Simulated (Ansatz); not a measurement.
## Does relaxation matter for the field gradients of C with Si replacing C?

Start: a supercell of C (space group P6_3mc) built from an entry of the Crystallography Open Database (COD) (the entry's cell lengths or inner coordinates differ somewhat from later room-temperature determinations), with all atoms left at the host's positions.

Space group P3m1 (No. 156); a = 7.4100, c = 6.7900 Å, γ = 120.00°.

| site | Wyckoff | site symmetry | x | y | z |
| --- | --- | --- | --- | --- | --- |
| Si | 1a | 3m. | 0.0000 | 0.0000 | 0.0000 |
| C2 | 6e | 1 | 0.0000 | 0.3333 | 0.0000 |
| C6 | 1b | 3m. | 0.3333 | 0.6667 | 0.0000 |
| C8 | 1c | 3m. | 0.6667 | 0.3333 | 0.0000 |
| C10 | 1a | 3m. | 0.0000 | 0.0000 | 0.5000 |
| C11 | 6e | 1 | 0.0000 | 0.3333 | 0.5000 |
| C15 | 1b | 3m. | 0.3333 | 0.6667 | 0.5000 |
| C17 | 1c | 3m. | 0.6667 | 0.3333 | 0.5000 |
| C19 | 3d | .m. | 0.1111 | 0.2222 | 0.0050 |
| C20 | 3d | .m. | 0.1111 | 0.5556 | 0.0050 |
| C22 | 3d | .m. | 0.4444 | 0.2222 | 0.0050 |
| C28 | 3d | .m. | 0.2222 | 0.1111 | 0.5050 |
| C29 | 3d | .m. | 0.2222 | 0.4444 | 0.5050 |
| C31 | 3d | .m. | 0.5556 | 0.1111 | 0.5050 |

One atom of each set is listed.

Method: Kohn–Sham DFT in Ansatz, PBE, plane waves and PAW, scalar-relativistic, 420 eV cutoff, Γ-centred 3×3×3 k-points, Fermi–Dirac smearing 0.01 eV.

The largest force at the start is 22 eV/Å. Relaxing the ions at fixed cell moves them by 0.954 Å at most (atom 1, Si) and 0.191 Å rms.

| site | moved (Å) | first shell before | first shell after | V_zz before (10²¹ V/m²) | η before |
| --- | --- | --- | --- | --- | --- |
| Si | 0.954 | 3 C at 1.43 Å | 3 C at 1.74 Å | 20.8 | 0.00 |
| C2 | 0.048 | 3 C at 1.43 Å | 3 C at 1.40–1.44 Å | 2.88 | 0.06 |
| C6 | 0.200 | 3 C at 1.43 Å | 3 C at 1.42 Å | 2.96 | 0.00 |
| C10 | 0.154 | 3 C at 1.43 Å | 3 C at 1.44 Å | 2.21 | 0.00 |
| C17 | 0.032 | 3 C at 1.43 Å | 3 C at 1.42 Å | 2.18 | 0.00 |
| C19 | 0.276 | 2 C at 1.43 Å, 1 Si at 1.43 Å | 2 C at 1.40 Å, 1 Si at 1.74 Å | -3.89 | 0.30 |
| C20 | 0.154 | 3 C at 1.43 Å | 3 C at 1.41–1.42 Å | 2.12 | 0.07 |
| C22 | 0.017 | 3 C at 1.43 Å | 3 C at 1.42–1.44 Å | 1.75 | 0.03 |
| C28 | 0.034 | 3 C at 1.43 Å | 3 C at 1.42–1.44 Å | 2.34 | 0.01 |
| C31 | 0.002 | 3 C at 1.43 Å | 3 C at 1.42 Å | 2.35 | 0.01 |

(1) What are V_zz and η after the relaxation?

## Answers

(1) 

```
site  V_zz after  η after  change of V_zz
  Si        7.68     0.00          -13.14
  C2        2.60     0.22           -0.28
  C6        2.07     0.00           -0.89
 C10        2.45     0.00           +0.24
 C17        2.40     0.00           +0.22
 C19        3.04     0.74               –
 C20        2.61     0.15           +0.49
 C22        1.75     0.18            0.00
 C28        2.11     0.30           -0.23
 C31        2.04     0.02           -0.31
```

The largest change of V_zz along a kept axis is on Si, from 20.8 to 7.68. In per cent, |V_zz| changes by -63 on Si, -30 to +23 on C (all sites that start above 2, bar those whose gradient vanishes or changes sign or whose main axis turns by over 40°). Where |V_zz| stays above 0.1 and the axes keep their order, η moves most on C28, from 0.01 to 0.30. On C19 the largest principal value lies along another axis in the second run, so the two V_zz can't be compared directly. The table leaves out 4 of the 14 sites, with |V_zz| up to 2.72; their tensors move by 0.17 at most along any direction. The statements above cover all sites. The electronic state changes along with the positions (a gap opens), so the changes aren't those of geometry alone. The host's own positions weren't relaxed first, so part of the change far from the defect can be the host's relaxation.

The defect repeats with the cell of 36 atoms, so it feels its images: sites between two images don't show the values beside a lone defect, and zeros or small values of η there can come from the images' arrangement. C carries a gradient in the pure host already, so the values there aren't the defect's effect alone.
Before: The run isn't spin-polarised, and a state with spin may lie lower. The defect cell has no gap above 0.1 eV on its mesh, so the values can hang on the smearing and the k-mesh. The cell keeps the host's lattice, where the PBE pressure is 17 GPa. The neighbours have not yet relaxed around the defect (largest force 22 eV/Å), so the values at and beside it are those of a strained start, not of the defect in a real crystal.
After: The relaxation keeps the site symmetry 3m of the start, so the impurity can move only along its axis; a start off the site could end lower. The cell keeps the host's lattice, where the PBE pressure is 6 GPa.
